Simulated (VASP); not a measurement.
Set up this calculation in VASP 6.6.1, as the native input.

| Item | Value |
| --- | --- |
| Task | density of states |
| Functional | PBE |
| Potentials or basis | VASP PAW PBE potentials, release 64 (Ti_sv, Se) |
| Cutoff | 520 eV |
| k mesh | 12 × 12 × 6 |
| Occupations | methfessel-paxton, width 0.1 eV |
| Spin | no spin polarisation |
| k mesh for the DOS | 18 × 18 × 9 |
| Occupations for the DOS | tetrahedron |
| Further INCAR settings | ALGO = Fast; EDIFF = 1e-07; NBANDS = 19 |

TiSe2:

```
Ti Se
1.0
     3.48353    0.00000    0.00000
    -1.74177    3.01683    0.00000
     0.00000    0.00000    5.85705
Ti Se
1 2
Direct
  0.00000 0.00000 0.00000
  0.33333 0.66667 0.26520
  0.66667 0.33333 0.73480
```

One way to write it, as run:

POSCAR

```
TiSe2                                   
1.0
    3.4835335920      0.0000000000     -0.0000000000
   -1.7417667960      3.0168285857     -0.0000000000
    0.0000000000      0.0000000000      5.8570485852
  Ti              Se            
     1     2
Direct
     0.0000000000000000    1.0000000000000000    1.0000000000000000
     0.3333333332999970    0.6666666667000030    0.2651999702126585
     0.6666666667000030    0.3333333332999970    0.7348000297873416
```

INCAR.step1

```
  ALGO = Fast
  EDIFF = 1E-7
  ENCUT = 520
  GGA = PE
  ISIF = 2
  ISMEAR = 1
  LASPH = T
  LCHARG = T
  LMAXMIX = 4
  LREAL = F
  LWAVE = F
  NBANDS = 19
  NELM = 80
  PREC = Accurate
  SIGMA = 0.1
```

KPOINTS.step1

```
k-points
0
Gamma
  12 12 6
```

INCAR.step2

```
  ALGO = Fast
  EDIFF = 1E-7
  ENCUT = 520
  GGA = PE
  ICHARG = 11
  ISIF = 2
  ISMEAR = -5
  LASPH = T
  LCHARG = F
  LMAXMIX = 4
  LORBIT = 11
  LREAL = F
  LWAVE = F
  NBANDS = 19
  NEDOS = 2001
  NELM = 80
  PREC = Accurate
  SIGMA = 0.1
```

KPOINTS.step2

```
k-points
0
Gamma
  18 18 9
```

Potentials or basis: VASP PAW PBE potentials, release 64 (Ti_sv, Se).

Command:

```console
$ cat potpaw_PBE.64/Ti_sv/POTCAR potpaw_PBE.64/Se/POTCAR > POTCAR
$ cp INCAR.step1 INCAR
$ cp KPOINTS.step1 KPOINTS
$ mpirun -np 1 vasp_std > vasp.out
$ cp INCAR.step2 INCAR
$ cp KPOINTS.step2 KPOINTS
$ mpirun -np 1 vasp_std > vasp.out
```

Results of the run:

| Property | Result |
| --- | --- |
| Valence electrons inside the program's atomic spheres | Ti 10.20; Se 3.88 |

Wall time 7.4 min on 1 thread of Intel(R) Xeon(R) Platinum 8488C (Sapphire Rapids), on a shared host, peak memory 0.44 GiB.
